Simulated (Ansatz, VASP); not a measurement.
Cl in VASP and in Ansatz

Contents of INCAR:

```
SYSTEM = Cl
PREC = Accurate
ENCUT = 520
EDIFF = 1E-6
ISMEAR = -1
SIGMA = 0.1
LREAL = .FALSE.
LASPH = .TRUE.
NELM = 80
ALGO = Normal
ISIF = 2
LWAVE = .FALSE.
LCHARG = .FALSE.
GGA = PE
NBANDS = 10
```

File KPOINTS:

```
Automatic mesh
0
G
  17 17 17
  0 0 0
```

The input POSCAR:

```
Cl
1.0
   -1.3924901419      1.3924901419      1.3924901419
    1.3924901419     -1.3924901419      1.3924901419
    1.3924901419      1.3924901419     -1.3924901419
Cl
1
Direct
    0.0000000000      0.0000000000      0.0000000000
```

Input for Ansatz:

```yaml
crystal:
  lattice:
    - [-1.3924901419, 1.3924901419, 1.3924901419]
    - [1.3924901419, -1.3924901419, 1.3924901419]
    - [1.3924901419, 1.3924901419, -1.3924901419]
  atoms:
    - { symbol: Cl, position: [0.0, 0.0, 0.0] }
kpoints:
  mp_grid: { grid: [17, 17, 17] }
scf:
  occupations: { method: fermi_dirac, width: 0.1 }
hamiltonian:
  xc: pbe
  pseudopotentials: { kind: all_electron, lapw: { basis_error: 0.001 } }
output:
  forces: true
  stress: true
  eigenvalues: true
  populations: true
```

Change from the starting cell: volume scaled by 0.5, LAPW.

Alike in both runs: task single point; functional PBE; k mesh 17 × 17 × 17; occupations fermi-dirac, width 0.1 eV; no spin polarisation.

|  | VASP | Ansatz |
| --- | --- | --- |
| version | VASP 6.6.1 | Ansatz 0.2.0 |
| potentials or method | VASP PAW PBE potentials, release 64 (Cl) | all-electron LAPW, scalar-relativistic |
| plane-wave cutoff (eV) | 520 | see its input |

```csv
,VASP,Ansatz,Ansatz less VASP
pressure (GPa),112.3,113.4,+1.08
```

Ansatz ran all-electron here, so the differences hold the error of VASP's frozen core and of both bases.

Caveats: the cell as given lies far from equilibrium; so large a pressure means that the cell lies far from this level's equilibrium, or that cutoff or potentials fall short (VASP); an odd number of electrons without spin polarisation forces a metal; a magnetic or distorted state may lie lower.
